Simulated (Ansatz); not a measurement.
# CdTe (F-43m): the HSE06 gap against the k mesh of the hybrid

How far can the k mesh of the hybrid be lowered for the gap of CdTe (F-43m)?

Main program and level: Ansatz 0.2.0; DFT, HSE06, plane waves, PAW.

### 1. The structure

The structure is cubic, space group F-43m (No. 216). The conventional cell has a = 6.480 Å, b = 6.480 Å, c = 6.480 Å, α = 90.00°, β = 90.00°, γ = 90.00°. Cd has 4 Te at 2.81 Å nearest. Nearest to Te lie 4 Cd at 2.81 Å. Farther neighbours and most contacts between anions are not listed.

The cell and positions come from the Crystallography Open Database and are kept as given unless a step says otherwise. Spin-orbit coupling is left out unless a step names it. The default PAW set here is soft_1. Its files were made with PBE.

### 2. k mesh of the hybrid: 2×2×2

input.yaml reads:

```yaml
crystal:
  lattice:
    - [0.0, 3.24, 3.24]
    - [3.24, 0.0, 3.24]
    - [3.24, 3.24, 0.0]
  atoms:
    - { symbol: Cd, position: [0.0, 0.0, 0.0] }
    - { symbol: Te, position: [0.25, 0.25, 0.25] }
kpoints:
  mp_grid: { grid: [2, 2, 2] }
  band_path:
    path:
      - [0.0, 0.0, 0.0]
      - [-0.5, -0.5, 0.0]
      - [-0.375, -0.375, 0.25]
      - [-0.375, 0.0, 0.375]
      - [0.0, 0.0, 0.5]
      - [-0.5, -0.25, 0.25]
    npoints: 1
hamiltonian:
  xc: hse06
  pseudopotentials: { kind: paw, azcp: { folder: "./paw" } }
scf:
  occupations: { method: fixed }
  n_extra_bands: 4
output:
  eigenvalues: true
```

On the command line:

```
ansatz run input.yaml --threads 3 --pin off --max-ram 92160MiB --backend cuda --events-out ev --progress --plain --runs-dir out --devices 1 --max-vram 13GiB
```

Numbers of over 12 decimals in the logs are rounded to 6 here.

Log:

```text
scf.n_extra_bands = 4 over 18 filled bands (N_el = 36.0): the run solves 22 bands
exact exchange: scf.exx.singularity resolves to wigner_seitz, which cuts the screened interaction at the faces of the exchange supercell's Wigner-Seitz cell, so that each pair interacts once, at the shortest of its separations (the periodic images that this leaves out come, for a point-like exchange hole, to about 0.034 eV on a filled level). The cut falls within the interaction's reach, and what an exchange supercel [...]
GPUs: using 1 of 1 available (devices: 1).
Engine: ansatz 0.2.0, x86_64-unknown-linux-gnu
Pseudopotentials: kind: paw
Pseudopotential: Cd, paw, valence charge 20, recommended cutoff 420 eV (normal), <dir>
Pseudopotential: Te, paw, valence charge 16, recommended cutoff 420 eV (normal), <dir>
Functional definition: HSE06
  parameter a = 0.25
  parameter omega = 0.11/bohr
  exchange = pbe_x - a*pbe_x_sr(omega) + a*exact_x_sr(omega)
  correlation = pbe_c
davidson cushion auto → on  (no smearing: the cushion is to keep the highest requested band from converging to the state above it; pin scf.eigensolver.cushion to override)
device memory: the entry about to start is reckoned to put 1.1 GiB on a device that reports 61.1 GiB free (of which the cap on the GPU budget leaves the run 13.0 GiB)
GPU FFT provider: cuFFT
GPU libraries: cuBLAS 13.8.2, cuFFT 12.4.0, cuSOLVER 12.3.4
Crystal: 2 atoms, lattice volume = 68.024 Å³
Basis set: ecut = 420 eV, 1363 PW (Γ)
Bands: 22, of which v1, the nominal top of the filled ones, is band 18 counted from 1 (17 counted from 0)
Symmetry: 24 space group operations
Space group: F-43m (ITA 216), of the structure as read, at distance tolerance 4.1e-5 Å
k-points: 3 of 8
Non-local potential: Cd, projectors of the file, l = 0: 3, l = 1: 2, l = 2: 2, l = 3: 1
Non-local potential: Te, projectors of the file, l = 0: 2, l = 1: 2, l = 2: 2, l = 3: 1
PAW form: soft (Blöchl's): semilocal exchange-correlation on the pseudo side does not see the compensation charge
PAW frozen core: Cd, regenerated for the run's functional, and the local potential with it (the file was generated under x = pbe(κ = 0.804, μ = 0.219515), c = pbe(β = 0.066725))
PAW frozen core: Te, regenerated for the run's functional, and the local potential with it (the file was generated under x = pbe(κ = 0.804, μ = 0.219515), c = pbe(β = 0.066725))
PAW one-centre angular grid: Cd, 590 points (default); XC on 64 Gauss nodes
PAW one-centre angular grid: Te, 590 points (default); XC on 64 Gauss nodes
Initial density: superposition of atomic densities (chi_scale 0.1, normalization cell, long waves kept (reshape's long-wave potential 0.00 eV rms))
Initial wavefunctions: pseudopotential atomic-orbital guess
GPU buffer pool allocated for 32768 grid points (all kernels)
GPU transforms: local potential and band sums: pruned to the plane-wave sphere, on 30×32×32
Functional: x = pbe(κ = 0.804, μ = 0.219515), c = pbe(β = 0.066725), warm-up for x = pbe(κ = 0.804, μ = 0.219515) + 0.25 (exact − pbe) at short range (hse, ω = 0.207870 Å⁻¹), c = pbe(β = 0.066725); HSE06 as pw.x's `hse` composes it (authors' and Libxc's form: `xc: wpbeh`)
SCF iter   1: F=—  HF=-15234.168783 eV  |F-HF|=—  |Δ(HF+E_count)|=         —  Δρ=2.51e-2  dr2=3.64e-1  ethr=1.00e-1  ⟨swp⟩=6.3  Hψ=199  notcnv=0
preconditioner: auto → none  [insulator: Δε(μ)=0.667 eV  Ē_g=11.632 eV  n_scr=14 (ndim 8)  ℏωp=19.1 eV  f_vac=0.156]
SCF iter   2: F=—  HF=-15234.188937 eV  |F-HF|=—  |Δ(HF+E_count)|=   2.02e-2  Δρ=1.10e-2  dr2=6.31e-2  ethr=1.01e-3  ⟨swp⟩=5.0  Hψ=204  notcnv=0  defer=1
SCF iter   3: F=—  HF=-15234.207217 eV  |F-HF|=—  |Δ(HF+E_count)|=   1.83e-2  Δρ=5.33e-3  dr2=1.49e-2  ethr=1.75e-4  ⟨swp⟩=3.3  Hψ=183  notcnv=0
iter 4 solved again at ethr=1.26e-6 eV; its pass at ethr=4.14e-5 eV (dr2=4.55e-4 eV) is discarded
SCF iter   4: F=—  HF=-15234.204136 eV  |F-HF|=—  |Δ(HF+E_count)|=   3.08e-3  Δρ=1.08e-3  dr2=4.52e-4  ethr=1.26e-6  ⟨swp⟩=3.7  Hψ=335  notcnv=0  defer=1
[...]
Frozen-core exchange: fock
SCF iter   1: F=—  HF=-15242.606883 eV  |F-HF|=—  |Δ(HF+E_count)|=         —  Δρ=5.64e-3  dr2=1.63e-2  ethr=5.96e-7  ⟨swp⟩=7.0  Hψ=330  notcnv=0
preconditioner: auto → none  [insulator: Δε(μ)=1.728 eV  Ē_g=13.328 eV  n_scr=14 (ndim 8)  ℏωp=19.1 eV  f_vac=0.216]
SCF iter   2: F=—  HF=-15242.602856 eV  |F-HF|=—  |Δ(HF+E_count)|=   4.03e-3  Δρ=1.65e-3  dr2=1.63e-3  ethr=5.96e-7  ⟨swp⟩=4.0  Hψ=251  notcnv=0
SCF iter   3: F=—  HF=-15242.609711 eV  |F-HF|=—  |Δ(HF+E_count)|=   6.86e-3  Δρ=7.99e-4  dr2=3.51e-4  ethr=5.96e-7  ⟨swp⟩=4.0  Hψ=240  notcnv=0
SCF iter   4: F=—  HF=-15242.609634 eV  |F-HF|=—  |Δ(HF+E_count)|=   7.75e-5  Δρ=7.30e-5  dr2=1.81e-5  ethr=5.96e-7  ⟨swp⟩=3.0  Hψ=180  notcnv=0
SCF iter   5: F=-15242.609743 eV  HF=-15242.609745 eV  |F-HF|=2.38e-6  |Δ(HF+E_count)|=   1.11e-4  Δρ=6.95e-5  dr2=4.67e-6  ethr=1.08e-8  ⟨swp⟩=4.3  Hψ=241  notcnv=0
SCF 2 stopped early in 5 iterations: F = -15242.609743 eV  dr2 = 4.67e-6
hybrid outer 1: dexx = +8.088e-3 eV, tail = 4.90e-5 eV
GPU FFT provider: cuFFT
GPU libraries: cuBLAS 13.8.2, cuFFT 12.4.0, cuSOLVER 12.3.4
GPU buffer pool allocated for 32768 grid points (all kernels)
GPU transforms: local potential and band sums: pruned to the plane-wave sphere, on 30×32×32
Exchange kernel: α = 0.2500, screened, ω = 0.2079 Å⁻¹, Wigner–Seitz truncation, v(0) = 805.1190 eV·Å³, q-mesh 2×2×2, nearest image of the exchange supercell L = 9.16 Å, pair-density grid 18×18×18, without the augmentation charges, whose exchange is taken in its separable form by FFT convolution over the k-point mesh (sized by the pseudopotential files, 27×27×27 at the most), smooth part of the exact exchange by density-matrix convolution in up to 317.9 MiB of GPU memory as planned if the GPU has room (build and FFT work areas not counted)
Frozen-core exchange: fock
SCF iter   1: F=—  HF=-15242.609771 eV  |F-HF|=—  |Δ(HF+E_count)|=         —  Δρ=4.13e-5  dr2=7.57e-7  ethr=6.81e-7  ⟨swp⟩=3.0  Hψ=154  notcnv=0
preconditioner: auto → none  [insulator: Δε(μ)=1.768 eV  Ē_g=13.267 eV  n_scr=14 (ndim 8)  ℏωp=19.1 eV  f_vac=0.216]
iter 2 solved again at ethr=1.66e-10 eV; its pass at ethr=1.99e-9 eV (dr2=5.98e-8 eV) is discarded
SCF iter   2: F=—  HF=-15242.609771 eV  |F-HF|=—  |Δ(HF+E_count)|=   1.26e-7  Δρ=1.40e-5  dr2=1.02e-7  ethr=1.66e-10  ⟨swp⟩=2.0  Hψ=363  notcnv=0
SCF iter   3: F=-15242.609771 eV  HF=-15242.609771 eV  |F-HF|=2.54e-9  |Δ(HF+E_count)|=   3.16e-9  Δρ=3.00e-6  dr2=4.29e-8  ethr=1.66e-10  ⟨swp⟩=3.0  Hψ=170  notcnv=0
SCF 3 converged in 3 iterations: F = -15242.609771 eV  dr2 = 4.29e-8
hybrid outer 2: dexx = +3.823e-7 eV, tail = 1.14e-7 eV, Δε = 4.65e-3 eV (about 3.24e-4 eV left of the loop's levels)
device memory: the entry about to start is reckoned to put 0.4 GiB on a device that reports 62.1 GiB free (of which the cap on the GPU budget leaves the run 13.0 GiB)
NSCF: frozen V_eff on 6 k-points
hybrid SCF converged: 2 outer / 8 inner (+5 warm-up), last move |dexx| = 3.82e-7 eV, tail = 1.14e-7 eV
Stability not checked: this state was not tested for a lower state beside it, because the functional holds exact exchange (a hybrid, or Hartree-Fock), whose exchange loop this test does not read (fock_operator; see scf.lower_state_search)
Free energy (F): -15242.609772 eV
Frozen-core exchange: fock
Harris-Foulkes:  -15242.609772 eV  (|F-HF|=2.54e-9)
Internal energy: -15242.609772 eV  (E = F + TS)
E sigma→0 (E₀):  -15242.609772 eV
Fermi energy:    7.113321 eV
--- Per-component energies (eV) ---
  E_band       = -872.522663
  E_kinetic    = 615.837849
  E_local      = -5818.777687  (includes V_loc(G=0)·N_el)
  E_nonlocal   = 187.075207
  E_hartree    = 2749.765790
  E_xc         = -223.268089
  E_vxc        = -236.944352  (∫ρ·V_xc dr)
  E_exx        = -133.815693  (= α·E_x^exact, valence–valence)
  E_paw        = -8706.620554  (= ΣΔE_a)
  E_vpaw       = -851.620161  (= ΣTr[D̂ρ^β])
  E_aug_tail   = 0.000401  (compensation charges beyond the density's cutoff)
  E_ewald      = -3912.024287
  E_core_change = -0.782710  (= ΣΔE_core)
  E_smearing   = -0.000000  (= −TS)
  E_closure    = -0.000000  (closes the sum)
  Σ components = -15242.609772   (vs F -15242.609772, Δ=1.82e-12)
--- Band table (eV) ---
  k-point 0: bands = [... 14 lower, -2.4695, 7.1133, 7.1133, 7.1133, 8.8811, 12.5453, 12.5453, 12.5453]
  k-point 1: bands = [... 14 lower, -1.9419, 2.4443, 6.2917, 6.2917, 9.8323, 13.1387, 13.1387, 15.0823]
  k-point 2: bands = [... 14 lower, -1.7208, 2.5461, 5.1405, 5.1405, 10.4242, 10.6236, 17.1625, 17.4534]
```

It took 19 s on 1 × NVIDIA H100 80GB HBM3 (shared by 6 runs) with 3 threads of AMD EPYC 7R13 (Zen 3), shared host; peak memory 1 GiB.

In the SCF lines HF is the Harris–Foulkes energy and dr2 the Hartree energy of the density residual, in eV; the loop may stop once dr2 is under the threshold and the program's other checks hold. Hψ counts applications of the Hamiltonian.

This step gave:

| Item | Value |
| --- | --- |
| gap | 1.768 eV |
| valence top at | Γ |
| conduction bottom at | Γ |
| least direct gap | 1.768 eV |
| exact-exchange fraction | 0.25 |

The gap is direct, at Γ.

### 3. k mesh of the hybrid: 4×4×4

Edit input.yaml of step 2 so:

```diff
@@ -9,3 +9,3 @@
 kpoints:
-  mp_grid: { grid: [2, 2, 2] }
+  mp_grid: { grid: [4, 4, 4] }
   band_path:
```

Log:

```text
[...]
GPUs: using 1 of 1 available (devices: 1).
[...]
GPU FFT provider: cuFFT
GPU libraries: cuBLAS 13.8.2, cuFFT 12.4.0, cuSOLVER 12.3.4
Crystal: 2 atoms, lattice volume = 68.024 Å³
Basis set: ecut = 420 eV, 1363 PW (Γ)
Bands: 22, of which v1, the nominal top of the filled ones, is band 18 counted from 1 (17 counted from 0)
[... 1 set-up line as in the run before ...]
[...]
k-points: 8 of 64 (time reversal used)
[...]
E sigma→0 (E₀):  -15243.740439 eV
Fermi energy:    6.982782 eV
[...]
--- Band table (eV; the first three rows and the last of 8) ---
  k-point 0: bands = [... 14 lower, -2.3950, 6.9828, 6.9828, 6.9828, 8.6330, 12.4488, 12.4488, 12.4488]
  k-point 1: bands = [... 14 lower, -2.3957, 4.1353, 6.5277, 6.5277, 9.8290, 13.0304, 13.0304, 13.2376]
  k-point 2: bands = [... 14 lower, -1.9338, 2.2469, 6.1539, 6.1539, 9.6373, 13.0359, 13.0359, 14.9200]
  k-point 7: bands = [... 14 lower, -1.6608, 2.5420, 4.4799, 4.6508, 12.2382, 12.4068, 13.4974, 14.1176]
[key lines of the parts left out:]
Free energy (F): -15243.740439 eV
```

Wall time 22 s (1 × NVIDIA H100 80GB HBM3 (shared by 6 runs) with 3 threads); peak memory 1.1 GiB.

Numbers from this step:

| Property | Result |
| --- | --- |
| gap | 1.650 eV |
| valence top at | Γ |
| conduction bottom at | Γ |
| least direct gap | 1.650 eV |

The gap is 1.650 eV, −0.118 eV from the run before at this level.

### 4. k mesh of the hybrid: 6×6×6

Edit input.yaml of step 3 so:

```diff
@@ -9,3 +9,3 @@
 kpoints:
-  mp_grid: { grid: [4, 4, 4] }
+  mp_grid: { grid: [6, 6, 6] }
   band_path:
```

Log:

```text
[...]
GPUs: using 1 of 1 available (devices: 1).
[...]
GPU FFT provider: cuFFT
GPU libraries: cuBLAS 13.8.2, cuFFT 12.4.0, cuSOLVER 12.3.4
Crystal: 2 atoms, lattice volume = 68.024 Å³
Basis set: ecut = 420 eV, 1363 PW (Γ)
Bands: 22, of which v1, the nominal top of the filled ones, is band 18 counted from 1 (17 counted from 0)
[... 1 set-up line as in the run before ...]
[...]
k-points: 16 of 216 (time reversal used)
[...]
E sigma→0 (E₀):  -15243.786688 eV
Fermi energy:    6.973748 eV
[...]
--- Band table (eV; the first three rows and the last of 16) ---
  k-point 0: bands = [... 14 lower, -2.3895, 6.9737, 6.9737, 6.9737, 8.6067, 12.4407, 12.4407, 12.4407]
  k-point 1: bands = [... 14 lower, -2.3907, 5.2241, 6.7323, 6.7323, 9.6602, 12.5429, 12.8033, 12.8033]
  k-point 2: bands = [... 14 lower, -2.2157, 3.1639, 6.3228, 6.3228, 9.7411, 13.0845, 13.0845, 14.1622]
  k-point 15: bands = [... 14 lower, -1.6815, 2.4849, 4.5879, 4.7143, 11.4940, 11.5786, 14.6444, 14.9048]
[key lines of the parts left out:]
Free energy (F): -15243.786688 eV
```

Elapsed: 25 s, on 1 × NVIDIA H100 80GB HBM3 (shared by 6 runs) with 3 threads; peak memory 1.3 GiB; 20 s of CPU time.

This step gave:

```yaml
gap: 1.633 eV
valence_top_at: Γ
conduction_bottom_at: Γ
least_direct_gap: 1.633 eV
```

The gap is 1.633 eV, −0.017 eV from the run before at this level.

### 5. The series

Differences are against the last row; a negative gap means that bands overlap, and a run with a band path holds that path's time. Times are wall times on 1 × NVIDIA H100 80GB HBM3 (shared by 6 runs) with 3 threads of AMD EPYC 7R13 (Zen 3), shared host, good to a factor of about two.

| k mesh of the hybrid | gap (eV) | direct gap (eV) | gap error (eV) | energy error (meV/atom) | irreducible k | time |
| --- | --- | --- | --- | --- | --- | --- |
| 2×2×2 | 1.768 | 1.768 | +0.135 | +588.5 | 3 | 19 s |
| 4×4×4 | 1.650 | 1.650 | +0.017 | +23.1 | 8 | 22 s |
| 6×6×6 | 1.633 | 1.633 | +0.000 | +0.0 | 16 | 25 s |

### 6. Results

| Item | Value |
| --- | --- |
| 2×2×2 | 1.768 eV |
| 4×4×4 | 1.650 eV |
| 6×6×6 | 1.633 eV |

The gap holds to 0.02 eV from 4×4×4 on. At 2×2×2 the gap is off by +0.135 eV and the energy by +588 meV/atom. The gap is read over the mesh and added points near the edges, so meshes differ mainly through the density and, for a hybrid, the exchange operator.

[Paths, hosts, dates, memory and timing lines, banners, echoed tables and standing remarks are left out of the program output.]

[Logs are printed without paths, hosts, clocks, repeated set-up lines and the standing remarks that a program may print on its own settings, such as how far it seeks lower states.]

[Runs of the session that timed out or met a known fault of the program may be left out.]

[Cells called generated may have been cut or substituted from an entry of the Crystallography Open Database or the Materials Project.]

[Hosts, paths, dates, database ids (printed as entryN), source tags and the programs' standing remarks are cut or masked in the printed files.]
